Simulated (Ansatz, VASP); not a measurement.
## Fitting the PBE energy curve of BaTiO3

```
CELL_PARAMETERS angstrom
4.00600 0.00000 0.00000
0.00000 4.00600 0.00000
0.00000 0.00000 4.00600
ATOMIC_POSITIONS crystal
Ba 0.50000 0.50000 0.50000
Ti 0.00000 0.00000 0.00000
O 0.00000 0.00000 0.50000
O 0.00000 0.50000 0.00000
O 0.50000 0.00000 0.00000
```

The cell was scaled at fixed shape and fractions and run with Ansatz, Ansatz PAW (earlier soft set), cutoff 420 eV; PBE, k mesh 7 × 7 × 7 on the cell of 5 atoms, fermi-dirac occupations of 0.05 eV, no spin polarisation, no spin-orbit coupling. Energies are those that the program minimises, any entropy of the smearing included.

```tsv
V (Å³/atom)	energy over the lowest row (meV/atom)
12.0862	35.63
12.3434	?
12.6005	5.54
12.8577	0.04
13.1148	0.00
13.3720	4.82
13.6291	14.09
```

Problem. Fit the third-order Birch-Murnaghan form, give V0, B0 and B′, and predict the energy left open.

Solution. With y = (V0/V)^(2/3), E = E0 + (9 V0 B0/16) [(y - 1)³ B′ + (y - 1)² (6 - 4y)]. Least squares through the rows shown give V0 = 12.9874 Å³/atom, E0 = -0.64 meV, B0 = 162.7 GPa (1 eV/Å³ = 160.218 GPa) and B′ = 4.56, with a largest miss of 0.02 meV. At V = 12.3434 the form with these constants gives 17.18 meV; the run gave 17.21 meV an atom. Other set-ups at this level, from all their volumes (Å³/atom, GPa): Ansatz, all-electron LAPW, scalar-relativistic: V0 12.987, B0 162.6; VASP, PBE PAW files Ba_sv, O, Ti_sv, 520 eV: V0 13.135, B0 160.8. Measured volume: 12.89 Å³/atom (pmc:7004307, doi:10.1371/journal.pone.0228644), so the fit lies +0.8 % from it. The runs are for a static lattice.
